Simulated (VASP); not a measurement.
A run of VASP 6.6.1 is set up as follows.

The input INCAR:

```
SYSTEM = H22CO11
  PREC = Accurate
  ENCUT = 520
  EDIFF = 1E-6
  ISMEAR = -1
  SIGMA = 0.05
  LREAL = Auto
  LASPH = .True.
  NELM = 100
  ALGO = Normal
  ISIF = 2
  LWAVE = .False.
  LCHARG = .False.
  GGA = PE
  IVDW = 12
  NBANDS = 69
```

File KPOINTS:

```
regular mesh
0
Gamma
  1 1 1
  0 0 0
```

Contents of POSCAR:

```
H22CO11
1.0
    7.1203670000      0.0000000000      0.0000000000
    0.0000000000      7.1203670000      0.0000000000
    0.0000000000      0.0000000000      7.1203670000
O H C
11 22 1
Direct
    0.6987561175      0.5152402959      0.3715960146
    0.4647091927      0.4628834441      0.6514551848
    0.0573285057      0.1065815849      0.1293332212
    0.2534419925      0.9148123966      0.7182775832
    0.7721792992      0.9180004345      0.9949627596
    0.4437271281      0.2379793064      0.9066246164
    0.7515342959      0.8353080677      0.6491519328
    0.9904826535      0.2632308138      0.5845204327
    0.0694908001      0.7902963429      0.4014118935
    0.5802229014      0.9990215392      0.3137338286
    0.1780526200      0.5691841446      1.1018111847
    0.7747774799      0.6181844279      0.4091362145
    0.7561127116      0.3869603912      0.4166498721
    0.3697562218      0.5662208142      0.6735467427
    0.5149594115      0.4741890411      0.5248605865
    0.1005285261      0.0851781938      0.2589332825
   -0.0692520484      0.1483490949      0.1447116420
    0.3739133109      0.9473809426      0.7804092121
    0.1948916397      0.9764524778      0.8102812678
    0.7718562821      0.9092930182      0.8567676357
    0.9056415210      0.8985211015      1.0167734332
    0.4394015084      0.3222165374      0.7890183189
    0.5316579890      0.2966560572      0.9892888948
    0.6857230814      0.8732134172      0.5281048013
    0.8355046868      0.7322375378      0.6014437177
    0.9617060469      0.1452453223      0.5240600660
    0.9076217560      0.2910102808      0.6993178863
    0.1125082457      0.6980258181      0.3227221294
    0.1511017620      0.8039894573      0.5137094759
    0.4541198508      1.0467578427      0.3007429252
    0.6206562106      0.9722673003      0.1844567843
   -0.1099521977      0.5197906232      0.9466927758
    0.1351475282      0.4716751257      0.8185392691
    0.0639433333      0.5326691728      0.9648379079
```

Potentials or basis: VASP PAW PBE potentials, release 64 (O, H, C).

Launch:

```console
$ cat potpaw_PBE.64/O/POTCAR potpaw_PBE.64/H/POTCAR potpaw_PBE.64/C/POTCAR > POTCAR
$ mpirun -np 1 vasp_gam > vasp.out
```

Q: Estimate the pressure.

A: -1.1 GPa.

Q: Estimate the largest force.

A: 6.202 eV/Å.

Forces on the atoms (eV/Å):
```
O   -0.452 -3.681 -0.233
O   -1.796  1.796  0.467
O    1.223  0.018  0.489
O    3.623 -2.245 -2.480
O    0.291 -0.148  0.030
O   -0.626 -0.812 -0.609
O    0.023 -0.871 -2.325
O   -0.859  1.595  1.402
O   -1.379  2.715  2.956
O    0.197  0.084  0.375
O   -4.128 -0.607 -3.650
H    1.104  0.461  0.128
H   -0.292  2.735 -0.674
H    1.284 -1.047 -0.450
H    0.362  0.451 -0.679
H   -0.038 -0.192 -0.591
H   -0.943  0.183 -0.010
H    0.625 -0.429 -1.079
H   -4.104  2.779  3.727
H   -0.828 -0.051 -0.250
H    0.128  0.215  0.778
H    0.302 -0.738  0.940
H    0.408  0.339  0.493
H    0.294  0.229  1.019
H   -0.388  1.228  0.799
H   -0.558 -0.565  0.615
H    1.025 -1.259 -1.989
H    1.471 -2.649 -2.325
H   -0.145 -0.003 -0.511
H   -0.308  0.083  0.111
H    0.346 -0.244 -0.276
H    2.513  0.802  1.345
H   -0.949  1.122  2.182
C    2.573 -1.294  0.276
```
